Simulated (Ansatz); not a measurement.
# InSb: the cost of one run

Computed with Ansatz 0.2.0 (DFT LDA, scalar-relativistic, unless a step's input says otherwise).

### 1 Starting point

The structure is orthorhombic, space group Pmmn (No. 59). The conventional cell has a = 5.357 Å, b = 5.712 Å, c = 3.063 Å, α = 90.00°, β = 90.00°, γ = 90.00°. Around In (site symmetry mm2) lie 4 Sb at 2.73 to 2.90 Å and 2 In at 3.06 Å. Sb (site symmetry mm2) is surrounded by 4 In at 2.73 to 2.90 Å and 2 Sb at 3.06 Å.

Structure file:

```xyz
4
Lattice="5.3570 0.0000 0.0000 0.0000 5.7120 0.0000 0.0000 0.0000 3.0630" Properties=species:S:1:pos:R:3 pbc="T T T"
In    0.0000    0.0000    0.0000
In    2.6785    2.8560    0.0000
Sb    2.6785    0.0000    2.5576
Sb    0.0000    2.8560    0.5054
```

Atoms are numbered in the order of the input: In1, In2, Sb3, Sb4.

### 2 The deformed structure

Space group Pmmn before, Pmmn after.

### 3 Full-potential LAPW

input.yaml reads:

```yaml
crystal:
  lattice:
    - [5.51771, 0.0, 0.0]
    - [0.0, 5.88336, 0.0]
    - [0.0, 0.0, 3.063]
  atoms:
    - { symbol: In, position: [0.0, 0.0, 0.0] }
    - { symbol: In, position: [0.5, 0.5, 0.0] }
    - { symbol: Sb, position: [0.5, 0.0, 0.835] }
    - { symbol: Sb, position: [0.0, 0.5, 0.165] }
kpoints:
  mp_grid: { grid: [6, 6, 11] }
  band_path:
    path:
      - [0.0, 0.0, 0.0]
      - [0.5, 0.0, 0.0]
      - [0.5, 0.5, 0.0]
      - [0.0, 0.5, 0.0]
      - [0.0, 0.0, 0.0]
      - [0.0, 0.0, 0.5]
      - [0.5, 0.0, 0.5]
      - [0.5, 0.5, 0.5]
      - [0.0, 0.5, 0.5]
    npoints: 5
scf:
  occupations: { method: fermi_dirac, width: 0.08 }
hamiltonian:
  xc: lda
  pseudopotentials: { kind: all_electron, lapw: { basis_error: 0.001 } }
output:
  forces: true
  stress: true
  eigenvalues: true
```

Run with:

```bash
> ansatz run input.yaml --threads 1 --pin off --max-ram 6144MiB --backend cpu --events-out ev --progress --plain --runs-dir out
```

Q: Estimate wall time and peak memory on 1 thread of Arm Neoverse V2, shared host.

About 2.2 min, with a peak of 0.94 GiB.
